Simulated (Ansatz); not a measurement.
We consider cubic perovskite CsPbI3 (cubic high-temperature phase), described by BLYP (Ansatz, an electronic-structure program, PAW).

Output (set-up and result lines):

```
Crystal: 5 atoms, lattice volume = 266.512 Å³
Basis set: ecut = 520 eV, 7123 PW (Γ), exchange–correlation on 96×96×96 points (8 copies of the dense FFT grid, shifted against one another)
Bands: 45, of which v1, the nominal top of the filled ones, is band 37 counted from 1 (36 counted from 0)
Symmetry: 48 space group operations
Space group: Pm-3m (ITA 221), of the structure as read, at distance tolerance 6.4e-5 Å
k-points: 20 of 216
Functional: x = b88, c = lyp
SCF iter   1: F=—  HF=-40221.634190 eV  |F-HF|=—  |Δ(HF+E_count)|=         —  Δρ=2.63e-3  dr2=1.35e-2
SCF iter   2: F=—  HF=-40221.629689 eV  |F-HF|=—  |Δ(HF+E_count)|=   4.50e-3  Δρ=1.45e-3  dr2=2.60e-3
  ...
SCF iter   7: F=—  HF=-40221.629304 eV  |F-HF|=—  |Δ(HF+E_count)|=   1.91e-9  Δρ=1.64e-6  dr2=7.26e-9
SCF iter   8: F=-40221.629304 eV  HF=-40221.629304 eV  |F-HF|=1.16e-10  |Δ(HF+E_count)|=  7.79e-10  Δρ=4.13e-7  dr2=3.48e-10
SCF 1 converged in 8 iterations: F = -40221.629304 eV  dr2 = 3.48e-10
SCF converged after 8 iterations
Free energy (F): -40221.629304 eV
Internal energy: -40221.629304 eV  (E = F + TS)
E sigma→0 (E₀):  -40221.629304 eV
Fermi energy:    4.465048 eV
--- Forces (eV/Å), atoms counted from 1 ---
  atom   1  Cs     0.00000000     0.00000000    -0.00000000
  atom   2  Pb     0.00000000    -0.00000000     0.00000000
  atom   3  I      0.00000000    -0.00000000    -0.00000000
  atom   4  I      0.00000000     0.00000000     0.00000000
  atom   5  I      0.00000000    -0.00000000     0.00000000
--- Stress (GPa, compression-positive) ---
        0.873746       0.000000       0.000000
       -0.000000       0.873746      -0.000000
        0.000000       0.000000       0.873746
  P = ⅓ Tr σ = 0.8737 GPa (8.737 kbar)
```

Problem. Write an input file that could have produced this run (the log leaves some choices open).

Solution. This is not unique; one that fits is 
Ansatz 0.2 input:
```yaml
crystal:
  lattice:
    - [6.4353549729, 0.0, 0.0]
    - [0.0, 6.4353549729, 0.0]
    - [0.0, 0.0, 6.4353549729]
  atoms:
    - { symbol: Cs, position: [0.0, 0.0, 0.0] }
    - { symbol: Pb, position: [0.5, 0.5, 0.5] }
    - { symbol: I, position: [0.5, 0.0, 0.5] }
    - { symbol: I, position: [0.0, 0.5, 0.5] }
    - { symbol: I, position: [0.5, 0.5, 0.0] }
basis:
  ecutwfc: 520
  ecutrho_ratio: 4
  xc_grid: 2
kpoints:
  mp_grid: { grid: [6, 6, 6] }
hamiltonian:
  xc: blyp
  dispersion: none
  pseudopotentials: { kind: paw }
scf:
  occupations: { method: fermi_dirac, width: 0.01 }
  convergence: { dr2_threshold: 0.0000000005 }
output:
  forces: true
  stress: true
  eigenvalues: true
```

The cell is one volume of an energy–volume scan, off the minimum.

The PAW data were made under PBE.

Note: held by symmetry at 0 K, a high-temperature phase can be a saddle point.
